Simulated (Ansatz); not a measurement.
The system is ZrC.

```
CELL_PARAMETERS angstrom
3.39148 0.00000 0.00000
-1.69574 2.93710 0.00000
0.00000 0.00000 5.29005
ATOMIC_POSITIONS crystal
Zr 0.66667 0.33333 0.75000
Zr 0.33333 0.66667 0.25000
C 0.00000 0.00000 0.50000
C 0.00000 0.00000 0.00000
```

The cell comes from a database or a generator and needn't be the stable form of this composition.

Base run:

```yaml
Program: Ansatz 0.2.0
Functional: PBEsol
Potentials_or_basis: Ansatz PAW
Cutoff: 420 eV
Density_cutoff: 1680 eV
k_mesh: 9 × 9 × 5
Occupations: fermi-dirac, width 0.05 eV
Spin: no spin polarisation
Hubbard_terms: Zr d U = 1 eV
```

Its results: band gap on the k mesh none (metal or under the smearing width); pressure -6.7 GPa.

Question: The run is repeated on the same cell with these changes: hubbard terms from Zr d U = 1 eV to Zr d U = 2 eV. What comes out?

Answer: Band gap on the k mesh none (metal or under the smearing width); pressure -5.5 GPa.

Caveats: U without spin polarisation on a metal has little footing; the PAW data sets come from PBE, with cores solved anew for the run's functional, which leaves a small shift of forces and pressure; the U is typed as a test and isn't derived for this compound.

Not every run made on this cell is shown here.
